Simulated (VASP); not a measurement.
# Fe (Im-3m) in VASP: further runs

The runs below take Fe through single point, relaxation of cell and atoms, with PBE.

All numbers are computed with VASP 6.6.1; they aren't measurements. Logs are shortened: lines on timing, memory, paths and dates and some standing lists are left out, and cuts for length are marked.

## (1) The crystal as given

The structure is cubic, space group Im-3m (No. 229). Conventional cell: a = 2.886 Å, b = 2.886 Å, c = 2.886 Å, α = 90.00°, β = 90.00°, γ = 90.00°. Around Fe (site symmetry m-3m) lie 8 Fe at 2.50 Å.

## (2) Single point, PBE

Input file INCAR:

```
SYSTEM = Fe
ALGO = Normal
EDIFF = 1E-6
ENCUT = 600
GGA = PE
ISIF = 2
ISMEAR = 1
LASPH = .TRUE.
LCHARG = .FALSE.
LREAL = .FALSE.
LWAVE = .FALSE.
NELM = 80
PREC = Accurate
SIGMA = 0.1
```

Input file KPOINTS:

```
k-points
0
G
  18 18 18
  0 0 0
```

Input file POSCAR:

```
Fe
1.0
   -1.4430000000      1.4430000000      1.4430000000
    1.4430000000     -1.4430000000      1.4430000000
    1.4430000000      1.4430000000     -1.4430000000
Fe
1
Direct
    0.0000000000      0.0000000000      0.0000000000
```

Potentials or basis: VASP PAW PBE potentials, release 64 (Fe).

Launch:

```bash
> cat potpaw_PBE.64/Fe/POTCAR > POTCAR
> mpirun -np 1 vasp_std > vasp.out
```

OUTCAR:

```text
SYSTEM = Fe
   EDIFF = 1E-6
   ENCUT = 600
   GGA = PE
   ISIF = 2
   ISMEAR = 1
   LASPH = .TRUE.
   LREAL = .FALSE.
   NELM = 80
   PREC = Accurate

 ion  position               nearest neighbor table
   1  0.000  0.000  0.000-

  LATTYP: Found a body centered cubic cell.
 ALAT       =     2.8860000000

  Lattice vectors:

 A1 = (  -1.4430000000,   1.4430000000,   1.4430000000)
 A2 = (   1.4430000000,  -1.4430000000,   1.4430000000)
 A3 = (   1.4430000000,   1.4430000000,  -1.4430000000)

Analysis of symmetry for initial positions (statically):
=====================================================================
 Subroutine PRICEL returns:
 Original cell was already a primitive cell.

 Routine SETGRP: Setting up the symmetry group for a
 body centered cubic supercell.

 Subroutine GETGRP returns: Found 48 space group operations
 (whereof 48 operations were pure point group operations)
 out of a pool of 48 trial point group operations.

The static configuration has the point symmetry O_h .

Analysis of symmetry for dynamics (positions and initial velocities):
=====================================================================
 Subroutine PRICEL returns:
 Original cell was already a primitive cell.

 Routine SETGRP: Setting up the symmetry group for a
 body centered cubic supercell.

 Subroutine GETGRP returns: Found 48 space group operations
 (whereof 48 operations were pure point group operations)
 out of a pool of 48 trial point group operations.

The dynamic configuration has the point symmetry O_h .

 Subroutine INISYM returns: Found 48 space group operations
 (whereof 48 operations are pure point group operations),
 and found     1 'primitive' translations

----------------------------------------------------------------------------------------

                                     Primitive cell

  volume of cell :      12.0187

  direct lattice vectors                    reciprocal lattice vectors
    -1.443000000  1.443000000  1.443000000     0.000000000  0.346500347  0.346500347
     1.443000000 -1.443000000  1.443000000     0.346500347  0.000000000  0.346500347
     1.443000000  1.443000000 -1.443000000     0.346500347  0.346500347  0.000000000

  length of vectors
     2.499349315  2.499349315  2.499349315     0.490025489  0.490025489  0.490025489

  position of ions in fractional coordinates (direct lattice)
     0.000000000  0.000000000  0.000000000

  ion indices of the primitive-cell ions
   primitive index   ion index
                 1           1

----------------------------------------------------------------------------------------

 KPOINTS: k-points

Automatic generation of k-mesh.
 Grid dimensions read from file:
 generate k-points for:   18   18   18

 Generating k-lattice:

  Cartesian coordinates                     Fractional coordinates (reciprocal lattice)
     0.000000000  0.019250019  0.019250019     0.055555556  0.000000000  0.000000000
     0.019250019  0.000000000  0.019250019     0.000000000  0.055555556  0.000000000
     0.019250019  0.019250019  0.000000000     0.000000000  0.000000000  0.055555556

  Length of vectors
     0.027223638  0.027223638  0.027223638

  Shift w.r.t. Gamma in fractional coordinates (k-lattice)
     0.000000000  0.000000000  0.000000000

 Subroutine IBZKPT returns following result:
 ===========================================

 Found    195 irreducible k-points:

 Following reciprocal coordinates:
            Coordinates               Weight
  0.000000  0.000000  0.000000      1.000000
  0.055556  0.000000  0.000000     12.000000
  0.111111  0.000000  0.000000     12.000000
  0.166667  0.000000  0.000000     12.000000
  0.222222  0.000000  0.000000     12.000000
  0.277778  0.000000  0.000000     12.000000
[... 16 lines left out ...]
  0.333333  0.111111  0.000000     48.000000
  0.388889  0.111111 -0.000000     48.000000
 [... further k-points ...]
   k-points           NKPTS =    195   k-points in BZ     NKDIM =    195   number of bands    NBANDS=      8
   number of dos      NEDOS =    301   number of ions     NIONS =      1
   total plane-waves  NPLWV =   8000
   dimension x,y,z NGX =    20 NGY =   20 NGZ =   20
   dimension x,y,z NGXF=    40 NGYF=   40 NGZF=   40
   ions per type =               1
   NGX,Y,Z   is equivalent  to a cutoff of  13.30, 13.30, 13.30 a.u.
   NGXF,Y,Z  is equivalent  to a cutoff of  26.61, 26.61, 26.61 a.u.
 SYSTEM =  Fe
   PREC   = accura    normal or accurate (medium, high low for compatibility)
   ISTART =      0    job   : 0-new  1-cont  2-samecut
   ICHARG =      2    charge: 1-file 2-atom 10-const
   ISPIN  =      1    spin polarized calculation?
   LNONCOLLINEAR =      F non collinear calculations
   LSORBIT =      F    spin-orbit coupling
   LASPH  =      T    aspherical Exc in radial PAW
   ENCUT  =  600.0 eV  44.10 Ry    6.64 a.u.   4.99  4.99  4.99*2*pi/ulx,y,z
   NELM   =     80;   NELMIN=  2; NELMDL= -5     # of ELM steps
   EDIFF  = 0.1E-05   stopping-criterion for ELM
   LREAL  =      F    real-space projection
[... 7 lines left out ...]
   TEBEG  =    0.0;   TEEND  =   0.0 temperature during run
   PSTRESS=    0.0 pullay stress
   NELECT =       8.0000    total number of electrons
   NUPDOWN=      -1.0000    fix difference up-down
   EMIN   =  10.00;   EMAX   =-10.00  energy-range for DOS
   EFERMI =   0.00;   METHOD = LEGACY
   ISMEAR =     1;   SIGMA  =   0.10  broadening in eV -4-tet -1-fermi 0-gaus
   EFERMI_NEDOS =   21; number of points for ismear=-14 and -15
   IALGO  =     38    algorithm
   IMIX   =      4    mixing-type and parameters
     AMIX     =   0.40;   BMIX     =  1.00
     AMIX_MAG =   1.60;   BMIX_MAG =  1.00
  volume/ion in A,a.u.               =      12.02        81.11
  Fermi-wavevector in a.u.,A,eV,Ry     =   1.429394  2.701162 27.798962  2.043166
  Thomas-Fermi vector in A             =   2.549352
   LORBIT       =      0    0 simple, 1 ext, 2 COOP (PROOUT), +10 PAW based schemes
   GGA     = PE    functional components
   LHFCALC =     F    Hartree Fock is set to
   AEXX    =    0.0000 exact exchange contribution
   IVDW    =     0    specifies the selected vdW correction
   LEPSILON=     F    determine dielectric tensor
   LRPA    =     F    only Hartree local field effects (RPA)
 non-spin polarized calculation
 Methfessel and Paxton  Order N= 1 SIGMA  =   0.10
  energy-cutoff  :      600.00
  volume of cell :       12.02
 maximum number of plane-waves:       418
   NGX =  9   NGY =  9   NGZ =  9

 number of electron       7.9999995 magnetization

 Free energy of the ion-electron system (eV)
  ---------------------------------------------------
  ext. energy  EPLUGINS =         0.00000000
  ---------------------------------------------------
  free energy    TOTEN  =        -7.61629215 eV

  energy without entropy =       -7.61727469  energy(sigma->0) =       -7.61661966

 E-fermi :   5.3044     XC(G=0): -12.8476

 val. band max:        5.3029236249   @ k =   0.1111   0.0556  -0.0000
 cond. band min:       5.3051405725   @ k =   0.5000   0.5000   0.3333
 fundamental gap:      0.0022169476
 Fermi energy:         5.3044071870

 k-point     1 :       0.0000    0.0000    0.0000
  band No.  band energies     occupation
      1      -2.7861      2.00000
      2       3.8299      2.00000
      3       3.8299      2.00000
      4       3.8299      2.00000
      5       5.2694      1.55410
      6       5.2694      1.55407
      7      29.6076      0.00000
      8      29.6076      0.00000

 k-point     2 :       0.0556    0.0000    0.0000
  band No.  band energies     occupation
      1      -2.6633      2.00000
      2       3.7955      2.00000
      3       3.8264      2.00000
      4       3.8954      2.00000
      5       5.2337      1.92453
      6       5.2721      1.51609
      7      28.7703      0.00000
      8      29.4409      0.00000

 k-point     3 :       0.1111    0.0000    0.0000
  band No.  band energies     occupation
      1      -2.3015      2.00000
      2       3.6975      2.00000
      3       3.8068      2.00000
      4       4.0871      2.00000
      5       5.1477      2.04919
      6       5.2809      1.38556
      7      26.8435      0.00000
      8      28.7805      0.00000

 k-point     4 :       0.1667    0.0000    0.0000
  band No.  band energies     occupation
      1      -1.7224      2.00000
      2       3.5498      2.00000
      3       3.7530      2.00000
      4       4.3907      2.00000
      5       5.0650      2.00367
      6       5.2974      1.11864
      7      24.4653      0.00000
      8      27.7157      0.00000

 k-point     5 :       0.2222    0.0000    0.0000
  band No.  band energies     occupation
      1      -0.9722      2.00000
      2       3.3727      2.00000
      3       3.6747      2.00000
      4       4.7809      2.00000
      5       5.0362      2.00099
      6       5.3225      0.69914
      7      21.9402      0.00000
      8      26.5189      0.00000
[... 177 lines left out ...]
 k-point    22 :       0.2778    0.1111    0.0000
  band No.  band energies     occupation
      1       0.8568      2.00000
      2       3.0317      2.00000
      3       3.5469      2.00000
      4       5.0596      2.00291
      5       5.4803     -0.03210
      6       6.1182     -0.00000
      7      17.2577      0.00000
      8      22.0828      0.00000

 k-point    23 :       0.3333    0.1111    0.0000
  band No.  band energies     occupation
      1       1.2599      2.00000
      2       2.9081      2.00000
      3       3.9259      2.00000
      4       5.1527      2.05379
      5       5.5593     -0.00186
      6       6.7321     -0.00000
      7      15.1015      0.00000
      8      21.4633      0.00000

 k-point    24 :       0.3889    0.1111   -0.0000
  band No.  band energies     occupation
      1       1.3941      2.00000
      2       2.8311      2.00000
      3       4.3400      2.00000
      4       5.2032      2.05263
      5       5.6828     -0.00000
      6       7.3818      0.00000
      7      13.3991      0.00000
      8      21.0714      0.00000

 [... further k-points ...]

------------------------ aborting loop because EDIFF is reached ----------------------------------------

  FORCE on cell =-STRESS in cart. coord.  units (eV):
  Direction    XX          YY          ZZ          XY          YZ          ZX
  --------------------------------------------------------------------------------------
  -------------------------------------------------------------------------------------
  Total       -2.0270833     -2.0270833     -2.0270833      0.0000000     -0.0000000      0.0000000
  in kB     -270.2235494   -270.2235494   -270.2235494      0.0000000     -0.0000000      0.0000000
  external PRESSURE =    -270.2235494 kB  Pullay stress =       0.0000000 kB

 VOLUME and BASIS-vectors are now :
 -----------------------------------------------------------------------------
  energy-cutoff  :      600.00
  volume of cell :       12.02
      direct lattice vectors                 reciprocal lattice vectors
    -1.443000000  1.443000000  1.443000000     0.000000000  0.346500347  0.346500347
     1.443000000 -1.443000000  1.443000000     0.346500347  0.000000000  0.346500347
     1.443000000  1.443000000 -1.443000000     0.346500347  0.346500347  0.000000000

 POSITION                                       TOTAL-FORCE (eV/Angst)
 -----------------------------------------------------------------------------------
      0.00000      0.00000      0.00000         0.000000     -0.000000      0.000000
 -----------------------------------------------------------------------------------
    total drift:                                0.000000     -0.000000      0.000000

  FREE ENERGIE OF THE ION-ELECTRON SYSTEM (eV)
  ---------------------------------------------------
  free  energy   TOTEN  =        -7.6162921458 eV

  energy  without entropy=       -7.6172746862  energy(sigma->0) =       -7.61661966
```

Wall time 11 s (1 thread of Intel Xeon Platinum 8488C (Sapphire Rapids), shared host); peak memory 0.14 GiB.

What came out:

| Quantity | Value |
| --- | --- |
| Free energy | -7.6163 eV |
| Pressure | -27.0 GPa |
| Band gap on the k mesh | none (metal or under the smearing width) |

Caveat: so large a pressure means that the cell lies far from this level's equilibrium, or that cutoff or potentials fall short; the run has no spin polarisation, though such a crystal can be magnetic. Spin polarisation is off, so any magnetic state and its effect on volume and gap are missing.

## (3) Relaxation of cell and atoms, PBE

Input file INCAR:

```
PREC = Accurate
ENCUT = 600
EDIFF = 1E-6
ISMEAR = 1
SIGMA = 0.1
LREAL = F
LASPH = T
NELM = 80
ALGO = Normal
ISIF = 3
LWAVE = F
LCHARG = F
GGA = PE
IBRION = 2
NSW = 90
EDIFFG = -0.01
```

Input file KPOINTS:

```
regular mesh
0
Gamma
  18 18 18
```

POSCAR is that of step 2.

Potentials or basis: VASP PAW PBE potentials, release 64 (Fe).

Launch:

```bash
> cat potpaw_PBE.64/Fe/POTCAR > POTCAR
> mpirun -np 1 vasp_std > vasp.out
```

Run time: 39 s. Hardware: 1 thread of Intel Xeon Platinum 8488C (Sapphire Rapids), shared host; peak memory 0.15 GiB.

The run converged. Its results:

```
Free energy                            : -7.7668 eV
Relaxed volume                         : 10.46 Å³/atom
Relaxed cell                           : a = 2.386 Å, b = 2.386 Å, c = 2.386 Å, α = 109.47°, β = 109.47°, γ = 109.47°
Space group after relaxing (to 0.05 Å) : Im-3m (No. 229)
Energy gained by relaxing              : 150.5 meV/atom
Ionic steps                            : 7
Pressure after relaxing                : 0.0 GPa
Band gap on the k mesh                 : none (metal or under the smearing width)
```

The path:
| step | energy change (eV) | largest force (eV/Å) | pressure (GPa) | volume (Å³) |
| --- | --- | --- | --- | --- |
| 1 | 0.0000 | 0.0000 | -27.02 | 12.02 |
| 2 | 0.1438 | 0.0000 | 67.75 | 8.83 |
| 3 | -0.1502 | 0.0000 | -1.44 | 10.52 |
| 4 | -0.1504 | 0.0000 | -0.37 | 10.47 |
| 5 | -0.1504 | 0.0000 | 0.40 | 10.44 |
| 6 | -0.1504 | 0.0000 | -0.46 | 10.48 |
| 7 | -0.1505 | 0.0000 | 0.03 | 10.46 |

Final structure:
```yaml
crystal:
  lattice:
    - [-1.37758, 1.37758, 1.37758]
    - [1.37758, -1.37758, 1.37758]
    - [1.37758, 1.37758, -1.37758]
  atoms:
    - { symbol: Fe, position: [0.00000, 0.00000, 0.00000] }
```

Levels at points of the mesh, in eV from the Fermi level:
| k point | band 1 | band 2 | band 3 | band 4 | band 5 | band 6 | band 7 | band 8 |
| --- | --- | --- | --- | --- | --- | --- | --- | --- |
| (0.00, 0.00, 0.00) | -8.91 | -1.80 | -1.80 | -1.80 | -0.05 | -0.05 | 25.69 | 25.69 |
| (0.50, 0.00, 0.00) | -4.92 | -3.10 | -0.07 | 0.20 | 0.50 | 1.36 | 8.60 | 19.04 |
| (0.50, 0.50, 0.50) | -4.68 | -4.68 | 1.04 | 1.04 | 1.04 | 10.62 | 10.62 | 10.62 |

Caveat: the volume moved by -13 % from the deposited cell, more than functionals usually miss; the run has no spin polarisation, though such a crystal can be magnetic.

## (4) Relaxation of cell and atoms, PBE

This run uses another cell than the first one, of 10.46 Å³/atom, 0.870 times its volume.

Changes to INCAR since step 3:

```diff
@@ -2,3 +2,3 @@
 ENCUT = 600
-EDIFF = 1E-6
+EDIFF = 1E-7
 ISMEAR = 1
@@ -15,2 +15,2 @@
 NSW = 90
-EDIFFG = -0.01
+EDIFFG = -0.005
```

KPOINTS is that of step 3.

Input file POSCAR:

```
Fe                                      
1.0
   -1.3775836885      1.3775836885      1.3775836885
    1.3775836885     -1.3775836885      1.3775836885
    1.3775836885      1.3775836885     -1.3775836885
  Fe            
     1
Direct
     0.0000000000000000    0.0000000000000000    0.0000000000000000
```

Launch:

```bash
> cat potpaw_PBE.64/Fe/POTCAR > POTCAR
> mpirun -np 1 vasp_std > vasp.out
```

Run time: 12 s. Hardware: 1 thread of Intel Xeon Platinum 8488C (Sapphire Rapids), shared host; peak memory 0.14 GiB.

The run converged. Its results:

```yaml
Free_energy: -7.7661 eV
Pressure_after_relaxing: 0.0 GPa
Band_gap_on_the_k_mesh: none (metal or under the smearing width)
```

Final structure:
```cif
data_structure
_symmetry_space_group_name_H-M 'P 1'
_symmetry_Int_Tables_number 1
_cell_length_a 2.3860
_cell_length_b 2.3860
_cell_length_c 2.3860
_cell_angle_alpha 109.471
_cell_angle_beta 109.471
_cell_angle_gamma 109.471
_cell_volume 10.46
loop_
_atom_site_label
_atom_site_type_symbol
_atom_site_fract_x
_atom_site_fract_y
_atom_site_fract_z
_atom_site_occupancy
Fe1 Fe 0.00000 0.00000 0.00000 1
```

Levels at points of the mesh, in eV from the Fermi level:
| k point | band 1 | band 2 | band 3 | band 4 | band 5 | band 6 | band 7 | band 8 |
| --- | --- | --- | --- | --- | --- | --- | --- | --- |
| (0.00, 0.00, 0.00) | -8.91 | -1.80 | -1.80 | -1.80 | -0.05 | -0.05 | 25.69 | 25.69 |
| (0.50, 0.00, 0.00) | -4.92 | -3.10 | -0.07 | 0.20 | 0.50 | 1.36 | 8.60 | 19.04 |
| (0.50, 0.50, 0.50) | -4.68 | -4.68 | 1.04 | 1.04 | 1.04 | 10.62 | 10.62 | 10.62 |

Caveat: the relaxation stopped at its first step, so nothing moved; the run has no spin polarisation, though such a crystal can be magnetic. Spin polarisation is off, so any magnetic state and its effect on volume and gap are missing.
